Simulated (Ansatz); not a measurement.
The system is BN.

```
CELL_PARAMETERS angstrom
0.00000 1.81300 1.81300
1.81300 0.00000 1.81300
1.81300 1.81300 0.00000
ATOMIC_POSITIONS crystal
N 0.25000 0.25000 0.25000
B 0.00000 0.00000 0.00000
```

The cell is a database's computed one.

Below is the output of Ansatz 0.2.0 for this cell. Logs are shortened: lines on timing, memory, paths and dates and some standing lists are left out, and cuts for length are marked.

```text
Warning: RAYON_NUM_THREADS=1 ignored (pool sized by the plan → 1); use --threads N
LAPW: plane waves up to 10.805 Å⁻¹, error target 1.0e-3 eV per atom; small_component_spin mean_spin; B in spheres of 0.738 Å, 5 of its electrons in bands, Dirac shells []; N in spheres of 0.833 Å, 7 of its electrons in bands, Dirac shells [] (how accurate: hamiltonian.pseudopotentials.lapw.basis_error, Limitations)
Engine: ansatz 0.2.0, aarch64-unknown-linux-gnu
Pseudopotentials: kind: all_electron
Pseudopotential: N, LAPW, valence charge 7, lapw/all_electron/scalar/gaussian/N, Koelling and Harmon's equation, gaussian nucleus
Pseudopotential: B, LAPW, valence charge 5, lapw/all_electron/scalar/gaussian/B, Koelling and Harmon's equation, gaussian nucleus
Functional definition: revPBE
  parameter kappa = 1.245
  parameter beta = 0.06672455060314922
  exchange = pbe_x(kappa = kappa, mu = beta*pi^2/3)
  correlation = pbe_c(beta = beta)
Crystal: 2 atoms, lattice volume = 11.919 Å³
Basis set: ecut = 444.80388637375296 eV, 259 PW (Γ), exchange–correlation at level 2
Bands: 10, of which v1, the nominal top of the filled ones, is band 6 counted from 1 (5 counted from 0)
Symmetry: 24 space group operations
Space group: F-43m (ITA 216), of the structure as read, at distance tolerance 2.3e-5 Å
k-points: 84 of 2197 (time reversal used)
Non-local potential: N, projectors of the file, none
Non-local potential: B, projectors of the file, none
Initial density: superposition of atomic densities (chi_scale 0.1, normalization cell, long waves kept (reshape's long-wave potential 0.00 eV rms))
Initial wavefunctions: plane waves of lowest kinetic energy (no species holds an atomic orbital)
Functional: x = revpbe(κ = 1.245, μ = 0.2195149727645171), c = pbe(β = 0.06672455060314922)
iter 1 solved again at ethr=1.77e-2 eV; its pass at ethr=1.00e-1 eV (dr2=2.12e0 eV) is discarded
SCF iter   1: F=—  HF=-2171.385778 eV  |F-HF|=—  |Δ(HF+E_count)|=         —  Δρ=1.50e-1  dr2=2.12e0  ethr=1.77e-2  ⟨swp⟩=2.0  Hψ=6449  notcnv=0
preconditioner: auto → none  [insulator: Δε(μ)=6.042 eV  Ē_g=20.385 eV  σ=0.050 eV  W_gap=1.00  n_scr=0 (ndim 8)  ℏωp=30.4 eV  f_vac=0.000  D(μ)=0.00/eV (n_scr^D=0)  ε∞_Penn≈3.2]
iter 2 solved again at ethr=1.73e-3 eV; its pass at ethr=1.77e-2 eV (dr2=2.07e-1 eV) is discarded
SCF iter   2: F=—  HF=-2170.571893 eV  |F-HF|=—  |Δ(HF+E_count)|=   8.14e-1  Δρ=5.15e-2  dr2=2.08e-1  ethr=1.73e-3  ⟨swp⟩=2.0  Hψ=4462  notcnv=0
SCF iter   3: F=—  HF=-2170.505325 eV  |F-HF|=—  |Δ(HF+E_count)|=   6.66e-2  Δρ=2.39e-2  dr2=4.70e-2  ethr=1.73e-3  ⟨swp⟩=2.1  Hψ=2527  notcnv=0
SCF iter   4: F=—  HF=-2170.503287 eV  |F-HF|=—  |Δ(HF+E_count)|=         —  Δρ=8.83e-3  dr2=6.67e-3  ethr=3.92e-4  ⟨swp⟩=2.0  Hψ=2512  notcnv=0
the basis was enlarged: its passes take 45.4 KiB over the memory plan, 1 of 1 planned eigensolver slots
SCF iter   5: F=—  HF=-2170.503271 eV  |F-HF|=—  |Δ(HF+E_count)|=   1.58e-5  Δρ=1.59e-3  dr2=2.31e-4  ethr=5.56e-5  ⟨swp⟩=2.0  Hψ=2463  notcnv=0
SCF iter   6: F=—  HF=-2170.503295 eV  |F-HF|=—  |Δ(HF+E_count)|=   2.44e-5  Δρ=1.35e-4  dr2=1.81e-6  ethr=1.92e-6  ⟨swp⟩=2.0  Hψ=2187  notcnv=0
SCF iter   7: F=-2170.503296 eV  HF=-2170.503296 eV  |F-HF|=4.71e-10  |Δ(HF+E_count)|=   6.67e-7  Δρ=3.62e-6  dr2=1.19e-9  ethr=1.50e-8  ⟨swp⟩=2.8  Hψ=2347  notcnv=0
SCF 1 converged in 7 iterations: F = -2170.503296 eV  dr2 = 1.19e-9
NSCF: frozen V_eff on 57 k-points
SCF converged after 7 iterations
Free energy (F): -2170.503296 eV
Harris-Foulkes:  -2170.503296 eV  (|F-HF|=4.71e-10)
Internal energy: -2170.503296 eV  (E = F + TS)
E sigma→0 (E₀):  -2170.503296 eV
Fermi energy:    13.672474 eV
--- Per-component energies (eV) ---
  E_band       = -1022.826311
  E_kinetic    = 2164.150282
  E_xc         = -302.231254
  E_electrostatic = -4032.422323  (all electrons and nuclei)
  E_smearing   = -0.000000  (= −TS)
  E_closure    = 0.000000  (closes the sum)
  E_atoms      = -2153.823630  (free atoms, spherical and without spin; not in F)
  Σ components = -2170.503296   (vs F -2170.503296, Δ=0.00e0)
  Basis errors (estimates in eV, not in F): energy 5.6e-4 per atom: plane waves 5.3e-4 (3.3e-4 summed), levels above the bands 3.1e-138, relativity 3.5e-8, radial functions 2.6e-5, core shells 0.0e0; eigenvalues (radial functions only) 5.6e-6; not estimated: angular momenta, meshes, grids; target (lapw.basis_error) 1.0e-3; muffin-tin radii B 0.738 Å, N 0.833 Å
--- Forces (eV/Å), atoms counted from 1 ---
  atom   1  N     -0.00000000     0.00000000    -0.00000000
  atom   2  B      0.00000000    -0.00000000     0.00000000
  max |Σ_I F_I| component: 3.70e-17 eV/Å
--- Stress (GPa, compression-positive) ---
        4.007740       0.000000       0.000000
        0.000000       4.007740       0.000000
        0.000000       0.000000       4.007740
  P = ⅓ Tr σ = 4.0077 GPa (40.077 kbar)
--- Band table (eV; the first three rows and the last of 84) ---
  k-point 0: bands = ["-364.1313", "-161.5066", "-8.7743", "11.4034", "11.4034", "11.4034", "20.2377", "20.2377", "20.2377", "21.6023"]
  k-point 1: bands = ["-364.1313", "-161.5066", "-8.6314", "10.6192", "11.2500", "11.2500", "20.4056", "20.4714", "20.4714", "22.0997"]
  k-point 2: bands = ["-364.1313", "-161.5066", "-8.2074", "8.7638", "10.8659", "10.8659", "20.6635", "21.0359", "21.0359", "23.3142"]
  k-point 83: bands = ["-364.1313", "-161.5064", "-3.0487", "3.6082", "4.5169", "5.4192", "20.8750", "24.3869", "25.4603", "26.9027"]
```

Problem. Write the input and the command behind it.

Solution. Band structure with revPBE, no spin polarisation. The files as run (others can give the same):

input.yaml
```yaml
crystal:
  lattice:
    - [0.0, 1.813001, 1.813001]
    - [1.813001, 0.0, 1.813001]
    - [1.813001, 1.813001, 0.0]
  atoms:
    - { symbol: "N", position: [0.25, 0.25, 0.25] }
    - { symbol: B, position: [0.0, 0.0, 0.0] }
kpoints:
  mp_grid: { grid: [13, 13, 13] }
  band_path:
    path:
      - [0.0, 0.0, 0.0]
      - [0.5, 0.0, 0.5]
      - [0.5, 0.25, 0.75]
      - [0.375, 0.375, 0.75]
      - [0.0, 0.0, 0.0]
      - [0.5, 0.5, 0.5]
      - [0.625, 0.25, 0.625]
      - [0.5, 0.25, 0.75]
    npoints: 8
scf:
  occupations: { method: fermi_dirac, width: 0.05 }
hamiltonian:
  xc: revpbe
  pseudopotentials: { kind: all_electron, lapw: { basis_error: 0.001 } }
output:
  forces: true
  stress: true
  eigenvalues: true
```

Potentials or basis: all-electron LAPW, scalar-relativistic.
The run is started by
```bash
$ ansatz run input.yaml --threads 1 --pin off --max-ram 3072MiB --backend cpu --events-out ev --progress --plain --runs-dir out
```
